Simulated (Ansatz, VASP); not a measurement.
**Mo: VASP beside Ansatz**

```
CELL_PARAMETERS angstrom
0.00000 3.13215 -3.13215
3.13215 -3.13215 0.00000
-3.12574 -3.12574 -3.12574
ATOMIC_POSITIONS crystal
Mo 0.66667 0.33333 0.83333
Mo 0.33333 0.66667 0.66667
Mo 0.00000 0.00000 0.50000
Mo 0.66667 0.33333 0.33333
Mo 0.33333 0.66667 0.16667
Mo 0.00000 0.00000 0.00000
```

Alike in both runs: functional PBEsol; k mesh 12 × 12 × 8; occupations gaussian, width 0.1 eV; no spin polarisation.

Ansatz relaxed the structure, and its values are those at the end. VASP's run is a single point on that final structure, the one shown.

|  | VASP | Ansatz |
| --- | --- | --- |
| version | VASP 6.6.1 | Ansatz 0.2.0 |
| potentials or method | VASP PAW PBE potentials, release 64 (Mo_sv) | scalar-relativistic, plane waves, PAW |
| plane-wave cutoff (eV) | 520 | 420 |
| valence electrons in the cell | 84 | 84 |

|  | VASP | Ansatz | Ansatz less VASP |
| --- | --- | --- | --- |
| gap on the k mesh at the Fermi level (eV) | none | none | - |
| pressure (GPa) | 0.6 | 0.0 | -0.57 |

A gap of «none» marks a metal or a gap that the smearing closes. The functional is the same, so the differences come from potentials, cutoffs and numerics.

Caveats: the PAW data sets were made with another functional, which shifts forces and pressure a little (VASP).
